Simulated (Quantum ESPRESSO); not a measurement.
Here is a Quantum ESPRESSO 7.5 calculation.

pw.in

```
&CONTROL
  calculation = 'scf'
  prefix = 'pwscf'
  outdir = './tmp'
  pseudo_dir = './pseudo'
  tprnfor = .true.
  tstress = .true.
  disk_io = 'low'
/
&SYSTEM
  ibrav = 0
  celldm(1) = 8
  nat = 4
  ntyp = 2
  ecutwfc = 70
  nbnd = 26
  input_dft = 'r2scan'
  occupations = 'smearing'
  smearing = 'fd'
  degauss = 0.00367493
  nosym = .true.
/
&ELECTRONS
  conv_thr = 1d-08
  electron_maxstep = 120
  mixing_beta = 0.5
/
ATOMIC_SPECIES
Se    78.9710 Se_ONCV_PBE-1.2.upf
Ti    47.8670 Ti_ONCV_PBE-1.2.upf
CELL_PARAMETERS alat
  0.9869937976141   0.0000000000000   0.0000000000000
  0.0000000000000   0.9869937976141   0.0000000000000
  0.0000000000000   0.0000000000000   1.4136150604889
ATOMIC_POSITIONS crystal
Se     0.0000000000    0.5000000000    0.7605560000
Se     0.5000000000    0.0000000000    0.2394440000
Ti     0.0000000000    0.0000000000    0.0000000000
Ti     0.5000000000    0.5000000000    0.0000000000
K_POINTS automatic
5 5 4 0 0 0
```

The input bands.in:

```
&CONTROL
  calculation = 'bands'
  prefix = 'pwscf'
  outdir = './tmp'
  pseudo_dir = './pseudo'
  disk_io = 'low'
  verbosity = 'high'
/
&SYSTEM
  ibrav = 0
  celldm(1) = 8
  nat = 4
  ntyp = 2
  ecutwfc = 70
  nbnd = 26
  input_dft = 'r2scan'
  occupations = 'smearing'
  smearing = 'fd'
  degauss = 0.00367493
  nosym = .true.
/
&ELECTRONS
  conv_thr = 1d-08
  electron_maxstep = 120
  mixing_beta = 0.5
  diago_full_acc = .true.
  startingwfc = 'random'
/
ATOMIC_SPECIES
Se    78.9710 Se_ONCV_PBE-1.2.upf
Ti    47.8670 Ti_ONCV_PBE-1.2.upf
CELL_PARAMETERS alat
  0.9869937976141   0.0000000000000   0.0000000000000
  0.0000000000000   0.9869937976141   0.0000000000000
  0.0000000000000   0.0000000000000   1.4136150604889
ATOMIC_POSITIONS crystal
Se     0.0000000000    0.5000000000    0.7605560000
Se     0.5000000000    0.0000000000    0.2394440000
Ti     0.0000000000    0.0000000000    0.0000000000
Ti     0.5000000000    0.5000000000    0.0000000000
K_POINTS crystal
60
 0.0000000000  0.0000000000  0.0000000000 1
 0.0000000000  0.0833333333  0.0000000000 1
 0.0000000000  0.1666666667  0.0000000000 1
 0.0000000000  0.2500000000  0.0000000000 1
 0.0000000000  0.3333333333  0.0000000000 1
 0.0000000000  0.4166666667  0.0000000000 1
 0.0000000000  0.5000000000  0.0000000000 1
 0.0833333333  0.5000000000  0.0000000000 1
 0.1666666667  0.5000000000  0.0000000000 1
 0.2500000000  0.5000000000  0.0000000000 1
 0.3333333333  0.5000000000  0.0000000000 1
 0.4166666667  0.5000000000  0.0000000000 1
 0.5000000000  0.5000000000  0.0000000000 1
 0.4444444444  0.4444444444  0.0000000000 1
 0.3888888889  0.3888888889  0.0000000000 1
 0.3333333333  0.3333333333  0.0000000000 1
 0.2777777778  0.2777777778  0.0000000000 1
 0.2222222222  0.2222222222  0.0000000000 1
 0.1666666667  0.1666666667  0.0000000000 1
 0.1111111111  0.1111111111  0.0000000000 1
 0.0555555556  0.0555555556  0.0000000000 1
 0.0000000000  0.0000000000  0.0000000000 1
 0.0000000000  0.0000000000  0.1250000000 1
 0.0000000000  0.0000000000  0.2500000000 1
 0.0000000000  0.0000000000  0.3750000000 1
 0.0000000000  0.0000000000  0.5000000000 1
 0.0000000000  0.0833333333  0.5000000000 1
 0.0000000000  0.1666666667  0.5000000000 1
 0.0000000000  0.2500000000  0.5000000000 1
 0.0000000000  0.3333333333  0.5000000000 1
 0.0000000000  0.4166666667  0.5000000000 1
 0.0000000000  0.5000000000  0.5000000000 1
 0.0714285714  0.5000000000  0.5000000000 1
 0.1428571429  0.5000000000  0.5000000000 1
 0.2142857143  0.5000000000  0.5000000000 1
 0.2857142857  0.5000000000  0.5000000000 1
 0.3571428571  0.5000000000  0.5000000000 1
 0.4285714286  0.5000000000  0.5000000000 1
 0.5000000000  0.5000000000  0.5000000000 1
 0.4500000000  0.4500000000  0.5000000000 1
 0.4000000000  0.4000000000  0.5000000000 1
 0.3500000000  0.3500000000  0.5000000000 1
 0.3000000000  0.3000000000  0.5000000000 1
 0.2500000000  0.2500000000  0.5000000000 1
 0.2000000000  0.2000000000  0.5000000000 1
 0.1500000000  0.1500000000  0.5000000000 1
 0.1000000000  0.1000000000  0.5000000000 1
 0.0500000000  0.0500000000  0.5000000000 1
 0.0000000000  0.0000000000  0.5000000000 1
 0.0000000000  0.5000000000  0.0000000000 1
 0.0000000000  0.5000000000  0.1000000000 1
 0.0000000000  0.5000000000  0.2000000000 1
 0.0000000000  0.5000000000  0.3000000000 1
 0.0000000000  0.5000000000  0.4000000000 1
 0.0000000000  0.5000000000  0.5000000000 1
 0.5000000000  0.5000000000  0.0000000000 1
 0.5000000000  0.5000000000  0.1250000000 1
 0.5000000000  0.5000000000  0.2500000000 1
 0.5000000000  0.5000000000  0.3750000000 1
 0.5000000000  0.5000000000  0.5000000000 1
```

Potentials or basis: SG15 PBE 1.2.

Launch:

```console
$ OMP_NUM_THREADS=1 mpirun -n 2 pw.x -nk 2 -in pw.in > pw.out
$ OMP_NUM_THREADS=1 mpirun -n 2 pw.x -nk 2 -in bands.in > bands.out
```

Problem. Predict the largest force.

Solution. 0.093 eV/Å.

Problem. What does it give for the pressure?

Solution. -1.3 GPa.

Levels at the corners of the path, in eV from the Fermi level:
```csv
point,band 14,band 15,band 16,band 17,band 18,band 19,band 20,band 21,band 22,band 23
Γ,-4.27,-3.86,-3.86,-1.63,0.76,0.82,0.99,1.41,1.77,1.77
X,-4.19,-4.05,-4.05,-0.05,-0.05,0.15,0.15,0.67,0.67,2.48
M,-3.88,-3.47,-3.47,-1.06,-1.06,-0.71,-0.71,1.41,1.41,1.44
Γ,-4.27,-3.86,-3.86,-1.63,0.76,0.82,0.99,1.41,1.77,1.77
Z,-4.44,-3.69,-3.69,-1.63,0.53,0.89,1.30,1.84,1.84,2.32
R,-4.06,-3.75,-3.75,-0.07,-0.07,0.24,0.24,0.59,0.59,2.62
A,-4.29,-3.61,-3.61,-0.85,-0.85,-0.48,-0.48,1.16,1.16,1.43
Z,-4.44,-3.69,-3.69,-1.63,0.53,0.89,1.30,1.84,1.84,2.32
X,-4.19,-4.05,-4.05,-0.05,-0.05,0.15,0.15,0.67,0.67,2.48
R,-4.06,-3.75,-3.75,-0.07,-0.07,0.24,0.24,0.59,0.59,2.62
M,-3.88,-3.47,-3.47,-1.06,-1.06,-0.71,-0.71,1.41,1.41,1.44
A,-4.29,-3.61,-3.61,-0.85,-0.85,-0.48,-0.48,1.16,1.16,1.43
```

Caveat: the k mesh is coarse; the potentials were made for another functional, which shifts forces and pressure; some levels on the path didn't converge.
